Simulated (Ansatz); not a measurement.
# SnS2: the cost of one run

Computed with Ansatz 0.2.0 (reference: DFT r2SCAN, plane waves, PAW, scalar-relativistic, no spin polarisation, unless a step's input says otherwise).

### Step 1. Starting point

It takes space group P-3m1 (No. 164, trigonal). The conventional cell has a = 3.640 Å, b = 3.640 Å, c = 5.883 Å, α = 90.00°, β = 90.00°, γ = 120.00°. Sn (site symmetry -3m) is surrounded by 6 S at 2.57 Å. S (site symmetry 3m) is surrounded by 3 Sn at 2.57 Å.

As a file:

```
CELL_PARAMETERS angstrom
3.64032 0.00000 0.00000
-1.82016 3.15261 0.00000
0.00000 0.00000 5.88283
ATOMIC_POSITIONS crystal
Sn 0.00000 0.00000 0.00000
S 0.33330 0.66670 0.25000
S 0.66670 0.33330 0.75000
```

### Step 2. Baseline

Contents of input.yaml:

```yaml
crystal:
  lattice:
    - [3.64031771, 0.0, 0.0]
    - [-1.82015886, 3.15260565, 0.0]
    - [0.0, 0.0, 5.88283388]
  atoms:
    - { symbol: Sn, position: [0.0, 0.0, 0.0] }
    - { symbol: S, position: [0.3333, 0.6667, 0.25] }
    - { symbol: S, position: [0.6667, 0.3333, 0.75] }
  symmetry: { tolerance: 0.0003 }
kpoints:
  mp_grid: { grid: [6, 6, 3], shift: [0, 0, 0] }
magnetization:
  spin_polarized: false
scf:
  occupations: { method: gaussian, width: 0.0935 }
hamiltonian:
  pseudopotentials: { kind: paw }
  xc: r2scan
basis:
  ecutwfc: 500
output:
  forces: true
  stress: true
  eigenvalues: true
```

On the command line:

```sh
> ansatz run input.yaml --threads 1 --pin off --max-ram 2560MiB --backend cpu --events-out ev --progress --plain --runs-dir out
```

What time and memory should one allow on 1 thread of Intel Xeon Platinum 8488C (Sapphire Rapids), shared host?

About 2.8 s, with a peak of 0.51 GiB.
